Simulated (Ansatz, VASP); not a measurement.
## Two plane-wave programs on Au

File POSCAR:

```
Au
1.0
    2.7484100000      0.0000000000      0.0000000000
    0.0000000000      2.7484100000      0.0000000000
    0.0000000000      0.0000000000      2.7484100000
Au
1
Direct
    0.5000000000      0.5000000000      0.5000000000
```

INCAR.step1

```
PREC = Accurate
ENCUT = 520
EDIFF = 1E-5
ISMEAR = -1
SIGMA = 0.05
LREAL = F
LASPH = T
NELM = 80
ALGO = Normal
ISIF = 2
LWAVE = T
LCHARG = F
NBANDS = 12
GGA = PE
```

INCAR.step2

```
PREC = Accurate
ENCUT = 520
EDIFF = 1E-7
ISMEAR = -1
SIGMA = 0.05
LREAL = F
LASPH = T
NELM = 80
ALGO = Normal
ISIF = 2
LWAVE = F
LCHARG = F
METAGGA = R2SCAN
LHFCALC = T
AEXX = 0.1
LMIXTAU = T
PRECFOCK = Normal
NBANDS = 12
ISTART = 1
```

The input KPOINTS:

```
regular mesh
0
Gamma
  5 5 5
```

input.yaml

```yaml
crystal:
  lattice:
    - [2.74841, 0.0, 0.0]
    - [0.0, 2.74841, 0.0]
    - [0.0, 0.0, 2.74841]
  atoms:
    - { symbol: Au, position: [0.5, 0.5, 0.5] }
hamiltonian:
  xc: r2scanh
  pseudopotentials: { kind: paw }
kpoints:
  mp_grid: { grid: [5, 5, 5] }
scf:
  occupations: { method: fermi_dirac, width: 0.05 }
output:
  forces: true
  stress: true
  eigenvalues: true
```

The cell was built by a generator and needn't be a form met in nature.

Alike in both runs: task single point; functional r2SCANh; k mesh 5 × 5 × 5; occupations fermi-dirac, width 0.05 eV; no spin polarisation.

|  | VASP | Ansatz |
| --- | --- | --- |
| version | VASP 6.6.1 | Ansatz 0.2.0 |
| potentials or method | VASP PAW PBE potentials, release 64 (Au) | Ansatz PAW |
| plane-wave cutoff (eV) | 520 | 500 |
| valence electrons in the cell | 11 | 19 |

VASP gave:

* gap on the k mesh at the Fermi level (eV): none
* pressure (GPa): -2.4

Problem. Which values does Ansatz return?

Solution. gap on the k mesh at the Fermi level (eV): none; pressure (GPa): -2.6.

A gap of «none» marks a metal or a gap that the smearing closes. The two sets of potentials don't hold the same shells in valence.

Caveats: the k mesh is coarse (spacing up to 0.46 Å⁻¹), so the values aren't converged, least of all with exact exchange; the PAW data sets were made with another functional, which shifts forces and pressure a little (VASP); the PAW data sets come from PBE, with cores solved anew for the run's functional, which leaves a small shift of forces and pressure (Ansatz); the thresholds are loose for stress (Ansatz). Spin-orbit coupling is left out, which matters for the levels of Au.
